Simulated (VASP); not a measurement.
Here is a VASP 6.6.1 calculation.

The input INCAR:

```
ALGO = Normal
EDIFF = 1E-7
ENCUT = 520
GGA = PE
ISIF = 2
ISMEAR = -1
LASPH = T
LCHARG = F
LREAL = F
LWAVE = F
NBANDS = 16
NELM = 100
PREC = Accurate
SIGMA = 0.05
```

File KPOINTS:

```
k-points
0
Gamma
  8 8 8
```

File POSCAR:

```
AgBr
1.0
    0.0000000000      2.8701500000      2.8701500000
    2.8701500000      0.0000000000      2.8701500000
    2.8701500000      2.8701500000      0.0000000000
Ag Br
1 1
Direct
    0.0056460000     -0.0036390000      0.0042800000
    0.5102190000      0.4885590000      0.5049970000
```

Potentials or basis: VASP PAW PBE potentials, release 64 (Ag, Br).

Command:

```bash
$ cat potpaw_PBE.64/Ag/POTCAR potpaw_PBE.64/Br/POTCAR > POTCAR
$ mpirun -np 1 vasp_std > vasp.out
```

(1) Predict the pressure.

(2) What does it give for the largest force?

(3) Predict the band gap on the k mesh.

## Answers

(1) 2.3 GPa.

(2) 0.034 eV/Å.

(3) 0.67 eV, indirect (least direct gap 2.60 eV).
